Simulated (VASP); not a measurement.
Level of theory: HSE06 screened hybrid, VASP's PBE PAW potentials (set 64) (plane waves; VASP 6.6.1).

A VASP calculation is set up with these files.

**KPOINTS**
```
Automatic mesh
0
Gamma
2 2 2
0 0 0
```

File POSCAR:
```
BaF2
6.1622280
  0.0000000000   0.5000000000   0.5000000000
  0.5000000000   0.0000000000   0.5000000000
  0.5000000000   0.5000000000   0.0000000000
Ba F
1 2
Cartesian
  0.0000000000   0.0000000000   0.0000000000
  0.2500000000   0.2500000000   0.2500000000
  0.7500000000   0.7500000000   0.7500000000
```

**INCAR**
```
! general
SYSTEM    =  BaF2
PREC      =  Accurate
ENCUT     =  400
LREAL     =  F
LASPH     =  T
ISYM      =  3

! electronic loop
EDIFF     =  1E-6
NELM      =  100
ALGO      =  Normal
LMAXMIX   =  4

! smearing
ISMEAR    =  0
SIGMA     =  0.01

! functional
GGA       =  PE
LHFCALC   =  T
AEXX      =  0.25
HFSCREEN  =  0.2
PRECFOCK  =  Fast

! ions
ISIF      =  2

! output
LWAVE     =  F
LCHARG    =  F
```

POTCAR, in this order: Ba_sv F (PBE.64 set). Program: vasp_std.

Output of the run:

File OUTCAR:
```
 ion  position               nearest neighbor table
   1  0.000  0.000  0.000-   3 2.67   3 2.67   3 2.67   2 2.67   3 2.67   2 2.67   2 2.67   2 2.67
  LATTYP: Found a face centered cubic cell.
 ALAT       =     6.1622280000
 Subroutine PRICEL returns:
 Original cell was already a primitive cell.
 Subroutine GETGRP returns: Found 48 space group operations
The static configuration has the point symmetry O_h .
The dynamic configuration has the point symmetry O_h .
 Subroutine INISYM returns: Found 48 space group operations
 Subroutine IBZKPT returns following result:
 Found      3 irreducible k-points:

 Following reciprocal coordinates:
            Coordinates               Weight
  0.000000  0.000000  0.000000      1.000000
  0.500000  0.000000  0.000000      4.000000
  0.500000  0.500000  0.000000      3.000000
 Subroutine IBZKPT_HF returns following result:
   k-points           NKPTS =      3   k-points in BZ     NKDIM =      8   number of bands    NBANDS=     16
   number of dos      NEDOS =    301   number of ions     NIONS =      3
   total plane-waves  NPLWV =  21952
   dimension x,y,z NGX =    28 NGY =   28 NGZ =   28
   dimension x,y,z NGXF=    56 NGYF=   56 NGZF=   56
   ions per type =               1   2
   PREC   = accura    normal or accurate (medium, high low for compatibility)
   ISTART =      0    job   : 0-new  1-cont  2-samecut
   ICHARG =      2    charge: 1-file 2-atom 10-const
   ISPIN  =      1    spin polarized calculation?
   LNONCOLLINEAR =      F non collinear calculations
   LSORBIT =      F    spin-orbit coupling
   INIWAV =      1    electr: 0-lowe 1-rand  2-diag
   ENCUT  =  400.0 eV  29.40 Ry    5.42 a.u.   7.11  7.11  7.11*2*pi/ulx,y,z
   NELM   =    100;   NELMIN=  2; NELMDL= -5     # of ELM steps
   EDIFF  = 0.1E-05   stopping-criterion for ELM
   LREAL  =      F    real-space projection
   NLSPLINE    = F    spline interpolate recip. space projectors
   LMAXMIX     =    4 max onsite mixed and CHGCAR
   VOSKOWN=      0    Vosko Wilk Nusair interpolation
   EDIFFG = 0.1E-04   stopping-criterion for IOM
   NSW    =      0    number of steps for IOM
   NBLOCK =      1;   KBLOCK =      1    inner block; outer block
   IBRION =     -1    ionic relax: 0-MD 1-quasi-New 2-CG
   NFREE  =      0    steps in history (QN), initial steepest desc. (CG)
   ISIF   =      2    stress and relaxation
   ISYM   =      3    0-nonsym 1-usesym 2-fastsym
   TEIN   =    0.0    initial temperature
   TEBEG  =    0.0;   TEEND  =   0.0 temperature during run
   SMASS  =  -3.00    Nose mass-parameter (am)
   PSTRESS=    0.0 pullay stress
   NELECT =      24.0000    total number of electrons
   EFERMI =   0.00;   METHOD = LEGACY
   ISMEAR =     0;   SIGMA  =   0.01  broadening in eV -4-tet -1-fermi 0-gaus
   IALGO  =     38    algorithm
   LDIAG  =      T    sub-space diagonalisation (order eigenvalues)
   IMIX   =      1    mixing-type and parameters
     AMIX     =   0.40;   BMIX     =  1.00
     AMIX_MAG =   1.60;   BMIX_MAG =  1.00
     AMIN     =   0.10
   GGA     = PE    functional components
   VOSKOWN =     0    Vosko Wilk Nusair interpolation
   LHFCALC =     T    Hartree Fock is set to
   NKREDX  =     1    reduce k-point grid by
   AEXX    =    0.2500 exact exchange contribution
   HFSCREEN=    0.2000 screening length (either q_TF or 0.3 A-1)
   HFRCUT  =    0.0000 spherical cutoff for potential kernel
   AGGAX   =    0.7500 GGA exchange part
   ALDAC   =    1.0000 LDA correlation
   AGGAC   =    1.0000 GGA correlation
  energy-cutoff  :      400.00
  volume of cell :       58.50
      direct lattice vectors                 reciprocal lattice vectors
     0.000000000  3.081114000  3.081114000    -0.162278968  0.162278968  0.162278968
     3.081114000  0.000000000  3.081114000     0.162278968 -0.162278968  0.162278968
     3.081114000  3.081114000  0.000000000     0.162278968  0.162278968 -0.162278968
...
```

File OSZICAR:
```
       N       E                     dE             d eps       ncg     rms          rms(c)
DAV:   1    -0.121152394289E+04   -0.12115E+04   -0.11938E+04    96   0.114E+03
DAV:   2    -0.137735289797E+04   -0.16583E+03   -0.16498E+03   120   0.279E+02
DAV:   3    -0.138313174183E+04   -0.57788E+01   -0.57751E+01   136   0.617E+01
DAV:   4    -0.138318732173E+04   -0.55580E-01   -0.55577E-01   128   0.451E+00
DAV:   5    -0.226977496155E+02    0.13605E+04   -0.34701E+00   112   0.179E+01    0.899E+00
DAV:   6    -0.202956660859E+02    0.24021E+01   -0.80841E+00    96   0.265E+01    0.444E+00
DAV:   7    -0.204919567622E+02   -0.19629E+00   -0.14615E+00   104   0.895E+00    0.341E+00
DAV:   8    -0.204510865025E+02    0.40870E-01   -0.72123E-02   128   0.266E+00    0.169E+00
DAV:   9    -0.204468121571E+02    0.42743E-02   -0.38890E-02   104   0.186E+00    0.806E-01
DAV:  10    -0.204499194485E+02   -0.31073E-02   -0.23395E-03    96   0.556E-01    0.493E-01
DAV:  11    -0.204525241245E+02   -0.26047E-02   -0.15645E-03    96   0.351E-01    0.320E-01
DAV:  12    -0.204545467598E+02   -0.20226E-02   -0.68402E-04    96   0.219E-01    0.202E-01
DAV:  13    -0.204557909941E+02   -0.12442E-02   -0.22390E-04   104   0.129E-01    0.124E-01
DAV:  14    -0.204565036983E+02   -0.71270E-03   -0.10782E-04    96   0.881E-02    0.770E-02
DAV:  15    -0.204568939644E+02   -0.39027E-03   -0.58279E-05    96   0.598E-02    0.490E-02
DAV:  16    -0.204570996591E+02   -0.20569E-03   -0.31133E-05    96   0.404E-02    0.318E-02
DAV:  17    -0.204572052336E+02   -0.10557E-03   -0.15953E-05    96   0.279E-02    0.208E-02
DAV:  18    -0.204572585254E+02   -0.53292E-04   -0.80058E-06    88   0.193E-02    0.137E-02
DAV:  19    -0.204572851295E+02   -0.26604E-04   -0.40276E-06    88   0.137E-02    0.911E-03
DAV:  20    -0.204572983145E+02   -0.13185E-04   -0.19863E-06   104   0.947E-03    0.610E-03
DAV:  21    -0.204573048046E+02   -0.64901E-05   -0.95966E-07    80   0.655E-03    0.410E-03
DAV:  22    -0.204573079799E+02   -0.31754E-05   -0.47983E-07    80   0.480E-03    0.278E-03
DAV:  23    -0.204573095330E+02   -0.15531E-05   -0.22262E-07    72   0.327E-03    0.189E-03
DAV:  24    -0.204573102933E+02   -0.76034E-06   -0.11901E-07    72   0.236E-03
   1 F= -.20457310E+02 E0= -.20457310E+02  d E =-.215201E-78
```

OUTCAR:
```
------------------------ aborting loop because EDIFF is reached ----------------------------------------
  FORCE on cell =-STRESS in cart. coord.  units (eV):
  Direction    XX          YY          ZZ          XY          YZ          ZX
  --------------------------------------------------------------------------------------
  Total       -1.2683356     -1.2683356     -1.2683356      0.0000000      0.0000000     -0.0000000
  in kB      -34.7369322    -34.7369322    -34.7369322      0.0000000      0.0000000     -0.0000000
  external PRESSURE =     -34.7369322 kB  Pullay stress =       0.0000000 kB
  volume of cell :       58.50
      direct lattice vectors                 reciprocal lattice vectors
     0.000000000  3.081114000  3.081114000    -0.162278968  0.162278968  0.162278968
     3.081114000  0.000000000  3.081114000     0.162278968 -0.162278968  0.162278968
     3.081114000  3.081114000  0.000000000     0.162278968  0.162278968 -0.162278968
 POSITION                                       TOTAL-FORCE (eV/Angst)
 -----------------------------------------------------------------------------------
      0.00000      0.00000      0.00000        -0.000000      0.000000     -0.000000
      1.54056      1.54056      1.54056         0.000000      0.000000      0.000000
      4.62167      4.62167      4.62167        -0.000000     -0.000000     -0.000000
 -----------------------------------------------------------------------------------
    total drift:                                0.000000      0.000000     -0.000000
  FREE ENERGIE OF THE ION-ELECTRON SYSTEM (eV)
  ---------------------------------------------------
  free  energy   TOTEN  =       -20.4573102933 eV

  energy  without entropy=      -20.4573102933  energy(sigma->0) =      -20.45731029

  exchange ACFDT corr.  =         0.00000000  see jH, gK, PRB 81, 115126
```
(Selected blocks of OUTCAR.)

At this cut-off the stress carries a Pulay error, which pulls relaxed volumes low.

The structure comes from a computed database's BaF2 entry; how it stands against other phases isn't given here. The cell was not relaxed at this level. The k-mesh is coarse (spacing up to 0.88 per Å, 2π included), so the numbers may not be converged in it. The run is one of a series of settings (AEXX = 0.25, GGA = PE, HFSCREEN = 0.2, ISYM = 3, LHFCALC = .TRUE., PRECFOCK = Fast, KPOINTS 2×2×2 Γ-centred mesh, POTCAR Ba_sv F (PBE.64 set) against the base run), some of them coarse on purpose.
